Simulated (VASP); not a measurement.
A run of VASP 6.6.1 is set up as follows.

The input INCAR:

```
SYSTEM = Te
PREC = Accurate
ENCUT = 600
EDIFF = 1E-7
ISMEAR = 0
SIGMA = 0.05
LREAL = .False.
LASPH = .True.
NELM = 80
ALGO = Normal
ISIF = 3
LWAVE = .False.
LCHARG = .False.
GGA = PE
IBRION = 2
NSW = 60
EDIFFG = -0.005
```

The input KPOINTS:

```
Automatic mesh
0
Gamma
  9 9 9
  0 0 0
```

The input POSCAR:

```
Te
1.0
    3.4005200000      0.0000000000      0.0000000000
   -1.7002600000      2.9449400000      0.0000000000
    0.0000000000      0.0000000000      3.1084700000
Te
1
Direct
    0.0000000000      0.0000000000      0.0000000000
```

Potentials or basis: VASP PAW PBE potentials, release 64 (Te).

Run with:

```console
$ cat potpaw_PBE.64/Te/POTCAR > POTCAR
$ mpirun -np 1 vasp_std > vasp.out
```

Task: Estimate the space group after relaxing (to 0.05 Å).

Result: P6/mmm (No. 191).

Task: Estimate the band gap on the k mesh.

Result: None (metal or under the smearing width).

The path:
```
step  energy change (eV)  largest force (eV/Å)  pressure (GPa)  volume (Å³)
   1              0.0000                0.0000            0.20        31.13
   2             -0.0004                0.0000           -0.18        31.30
   3             -0.0005                0.0000           -0.04        31.24
   4             -0.0005                0.0000           -0.04        31.24
   5             -0.0005                0.0000            0.01        31.21
```

The run has no spin-orbit coupling, so splittings on Te are missing.
